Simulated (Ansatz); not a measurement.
The system is NbAs.

```xyz
4
Lattice="-1.7259 1.7259 5.8400 1.7259 -1.7259 5.8400 1.7259 1.7259 -5.8400" Properties=species:S:1:pos:R:3 pbc="T T T"
Nb    0.0000    1.7259    0.0000
Nb    0.0000    0.0000    8.7600
As    0.0000    1.7259    4.8589
As    0.0000    0.0000    1.9389
```

Base run:

```yaml
Program: Ansatz 0.2.0
Functional: PBE
Potentials_or_basis: all-electron LAPW, scalar-relativistic
Cutoff: 267 eV
Density_cutoff: 1068 eV
Basis_error_allowed: 0.001 eV/atom
k_mesh: 11 × 11 × 11
Occupations: fermi-dirac, width 0.05 eV
Spin: no spin polarisation
```

Its results: band gap on the k mesh none (metal or under the smearing width); pressure 3.3 GPa; largest force 0.298 eV/Å.

Q: The run is repeated on the same cell with these changes: functional from PBE to PBEsol; potentials or basis from all-electron LAPW, scalar-relativistic to all-electron PAW datasets made for the crystal. What comes out?

A: Band gap on the k mesh none (metal or under the smearing width); pressure -2.3 GPa; largest force 0.288 eV/Å.

Caveats: the program warned that the printed levels may be off, so bands, gaps and densities of states are rough (some runs).

Not every run made on this cell is shown here.
